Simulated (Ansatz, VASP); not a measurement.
Two plane-wave programs on SnSe

INCAR

```
SYSTEM = SnSe
PREC = Accurate ; ENCUT = 520
EDIFF = 1E-6 ; ISMEAR = 0
SIGMA = 0.02 ; LREAL = .FALSE.
LASPH = .TRUE. ; NELM = 100
ALGO = Normal ; ISIF = 2
LWAVE = .FALSE. ; LCHARG = .FALSE.
GGA = PS ; NBANDS = 17
```

KPOINTS

```
regular mesh
0
G
  8 8 8
  0 0 0
```

Contents of POSCAR:

```
SnSe
1.0
    0.0000000000      2.9727546659      2.9727546659
    2.9727546659      0.0000000000      2.9727546659
    2.9727546659      2.9727546659      0.0000000000
Sn Se
1 1
Direct
    0.0000000000      0.0000000000      0.0000000000
    0.5000000000      0.5000000000      0.5000000000
```

Input for Ansatz:

```yaml
crystal:
  lattice:
    - [0.0, 2.9727546659, 2.9727546659]
    - [2.9727546659, 0.0, 2.9727546659]
    - [2.9727546659, 2.9727546659, 0.0]
  atoms:
    - { symbol: Sn, position: [0.0, 0.0, 0.0] }
    - { symbol: Se, position: [0.5, 0.5, 0.5] }
basis:
  ecutwfc: 420
kpoints:
  mp_grid: { grid: [8, 8, 8] }
  band_path:
    path:
      - [0.0, 0.0, 0.0]
      - [0.5, 0.0, 0.5]
      - [0.625, 0.25, 0.625]
      - [0.375, 0.375, 0.75]
      - [0.5, 0.5, 0.5]
      - [0.5, 0.25, 0.75]
      - [-0.0625, -0.057983, 0.491292]
      - [-0.066406, -0.03776, 0.472168]
    npoints: 1
hamiltonian:
  xc: pbesol
scf:
  occupations: { method: gaussian, width: 0.02 }
  n_extra_bands: 4
output:
  forces: true
  stress: true
  eigenvalues: true
```

Alike in both runs: task single point; functional PBEsol; k mesh 8 × 8 × 8; occupations gaussian, width 0.02 eV; no spin polarisation.

|  | VASP | Ansatz |
| --- | --- | --- |
| version | VASP 6.6.1 | Ansatz 0.2.0 |
| potentials or method | VASP PAW PBE potentials, release 64 (Sn_d, Se) | scalar-relativistic, plane waves, PAW |
| plane-wave cutoff (eV) | 520 | 420 |
| valence electrons in the cell | 20 | 30 |

|  | VASP | Ansatz | Ansatz less VASP |
| --- | --- | --- | --- |
| gap on the k mesh at the Fermi level (eV) | 0.75 | 0.75 | -0.001 |
| least direct gap on the mesh (eV) | 0.82 | 0.82 | -0.002 |
| pressure (GPa) | 0.0 | 0.0 | -0.02 |

The two sets of potentials don't hold the same shells in valence.

Caveats: the PAW data sets were made with another functional, which shifts forces and pressure a little (VASP); spin-orbit coupling is left out, which moves the levels of the heavy elements. A k mesh can miss the band edges.
